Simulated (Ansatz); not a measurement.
**ScAl$_{3}$: what changed settings do**

The reference input for Ansatz (plane-wave DFT with PAW):

```yaml
crystal:
  lattice:
    - [-2.012795, 2.012795, 4.423196]
    - [2.012795, -2.012795, 4.423196]
    - [2.012795, 2.012795, -4.423196]
  atoms:
    - { symbol: Sc, position: [0.0, 0.0, 0.0] }
    - { symbol: Al, position: [0.75, 0.25, 0.5] }
    - { symbol: Al, position: [0.25, 0.75, 0.5] }
    - { symbol: Al, position: [0.5, 0.5, 0.0] }
basis:
  ecutwfc: 420
kpoints:
  mp_grid: { grid: [6, 6, 6] }
hamiltonian:
  xc: pbe
scf:
  occupations: { method: gaussian, width: 0.1 }
output:
  forces: true
  stress: true
  eigenvalues: true
```

Command:

```bash
ansatz run input.yaml --threads 1 --pin off --max-ram 1331MiB --backend cpu --events-out ev --progress --plain --runs-dir out
```

The run converges in 6 SCF iterations on 30 irreducible k-points: pressure -0.43 GPa, no gap.

These settings were drawn at random to show what each does; none of the numbers is a converged property of the crystal. Each trial's input is given as a difference from the reference's; energies are extrapolated to zero smearing where there is one, and pressure is positive in compression.

Trial 1:

```diff
 basis:
+  ecutrho_ratio: 8
 kpoints:
-  mp_grid: { grid: [6, 6, 6] }
+  mp_grid: { grid: [6, 1, 4] }
 scf:
+  mixing: { ndim: 3 }
+  max_iter: 60
```

The run converges in 7 SCF iterations on 14 irreducible k-points: energy 50.7 meV per atom above the reference, pressure -0.41 GPa, largest force 0.135 eV/Å, no gap. It warns that the mesh lowers the symmetry.

Trial 2 (origin moved):

```diff
 crystal:
   atoms:
-    - { symbol: Sc, position: [0.0, 0.0, 0.0] }
-    - { symbol: Al, position: [0.75, 0.25, 0.5] }
-    - { symbol: Al, position: [0.25, 0.75, 0.5] }
-    - { symbol: Al, position: [0.5, 0.5, 0.0] }
+    - { symbol: Sc, position: [0.628, 0.736, 0.02] }
+    - { symbol: Al, position: [1.378, 0.986, 0.52] }
+    - { symbol: Al, position: [0.878, 1.486, 0.52] }
+    - { symbol: Al, position: [1.128, 1.236, 0.02] }
 kpoints:
-  mp_grid: { grid: [6, 6, 6] }
+  mp_grid: { kspacing: 0.59 }
+  band_path: { path: [VBM, CBM], npoints: 5 }
 hamiltonian:
+  hubbard:
+    sites: [{ species: Sc, l: d, u: 9.0, j: 0.98 }]
+    projectors: ortho-atomic
 scf:
-  occupations: { method: gaussian, width: 0.1 }
+  occupations: { method: tetrahedron_uncorrected }
```

The run converges in 9 SCF iterations on 13 irreducible k-points: pressure 7.04 GPa, no gap. It warns that the printed bands weren't solved further after the SCF; that the count of filled bands differs between k-points. Under a U the state reached may not be the lowest.

Trial 3:

```diff
-basis:
-  ecutwfc: 420
+basis: {}
 kpoints:
-  mp_grid: { grid: [6, 6, 6] }
+  mp_grid: { kspacing: 0.53 }
 hamiltonian:
+  hubbard: { sites: [{ species: Sc, l: d, u: 3.5, j: 0.65 }] }
 scf:
-  occupations: { method: gaussian, width: 0.1 }
+  occupations: { method: cold, width: 0.017 }
+  mixing: { globalisation: backtrack }
+  initial_density: { chi_scale: 0, normalization: atom }
+  max_iter: 71
```

The run converges in 9 SCF iterations on 18 irreducible k-points: pressure 1.83 GPa, no gap. It warns that the count of filled bands differs between k-points.

Trial 4 (strained):

```diff
 crystal:
   lattice:
-    - [-2.012795, 2.012795, 4.423196]
-    - [2.012795, -2.012795, 4.423196]
-    - [2.012795, 2.012795, -4.423196]
+    - [-1.9552848501, 1.9353361508, 4.5146472965]
+    - [2.006625387, -2.0460051735, 4.5883704667]
+    - [1.9998845002, 2.0906048237, -4.5650077272]
 kpoints:
-  mp_grid: { grid: [6, 6, 6] }
+  mp_grid: { grid: [4, 4, 4] }
 hamiltonian:
-  xc: pbe
+  xc: lda
+  dispersion: d3bjatm
```

The run converges in 6 SCF iterations on 36 irreducible k-points: pressure -8.89 GPa, largest force 0.011 eV/Å, no gap. It warns that the dispersion damping is borrowed from another functional.

Trial 5:

```diff
 basis:
-  ecutwfc: 420
+  ecutwfc: "23 Ry"
 hamiltonian:
-  xc: pbe
+  xc: pw92
 scf:
+  lower_state_search: "off"
+  max_iter: 80
+  convergence: { dr2_threshold: "1e-10 eV" }
```

The run converges in 8 SCF iterations on 30 irreducible k-points: pressure -4.74 GPa, no gap. It warns that the cutoff lies under the recommended one, 420 eV for these potentials.

Trial 6:

```diff
 scf:
-  occupations: { method: gaussian, width: 0.1 }
+  occupations: { method: methfessel_paxton, width: "0.005 Ry" }
+  mixing: { algorithm: broyden, beta: 0.51, ndim: 1 }
+  max_iter: 74
```

The run converges in 7 SCF iterations on 30 irreducible k-points: energy 0.14 meV per atom above the reference, pressure -0.47 GPa, no gap.